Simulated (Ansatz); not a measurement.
A crystal relaxed with r2SCAN in the PAW code Ansatz has space group P6_3/mmc (No. 194) and a = 3.868 Å, c = 4.551 Å.

```tsv
atom	site	x	y	z
Na	2d	0.3333	0.6667	0.7500
Xx	2c	0.3333	0.6667	0.2500
```

The r2SCAN gap is direct at Γ: 6.34 eV. The HSE06 gap is direct at Γ: 7.74 eV. PBE gives a direct gap of 5.69 eV at Γ. Meshes: r2SCAN 12×12×6, HSE06 6×6×4, PBE 12×12×6. r2SCAN's ε∞ is 1.7 in all directions.

Problem. Which element is Xx?
A. Cl
B. Br
C. H
D. F

Solution. D. Xx is F: NaF built on the wurtzite prototype (no longer in that coordination). Na is surrounded by 5 F at 2.23–2.28 Å; F is surrounded by 5 Na at 2.23–2.28 Å.

No spin polarisation and no zero-point or thermal motion; the cell was built from a prototype and may be hypothetical.

The meshes of the hybrids are coarse, so their gaps aren't converged to the digits shown.
